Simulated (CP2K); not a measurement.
CdSe:

```
CELL_PARAMETERS angstrom
4.34202 0.00000 0.00000
2.17101 3.76030 0.00000
2.17101 1.25343 3.54524
ATOMIC_POSITIONS crystal
Cd 0.00000 0.00000 0.00000
Se 0.25000 0.25000 0.25000
```

Measurements of this composition are mostly on another form, of space group No. 186.

Base run:

```yaml
Program: CP2K 2026.2
Functional: PBEsol
Potentials_or_basis: POTENTIAL_UZH Cd GTH-PBE-q12, Se GTH-PBE-q6; TZVP-MOLOPT-PBE-GTH basis
Density_cutoff: 6123 eV
k_mesh: 8 × 8 × 8
Occupations: gaussian, width 0.02 eV
Spin: no spin polarisation
```

Its results: band gap on the k mesh 0.39 eV, direct; pressure -0.4 GPa.

Q: The run is repeated on the same cell with these changes: functional from PBEsol to RPBE; occupations from gaussian, width 0.02 eV to gaussian, width 0.05 eV. What comes out?

A: Band gap on the k mesh 0.70 eV, direct; pressure 3.2 GPa.

Caveats: the potentials were made for another functional, which shifts forces and pressure; the basis of atomic orbitals isn't converged, which shifts pressures, moduli and gaps.

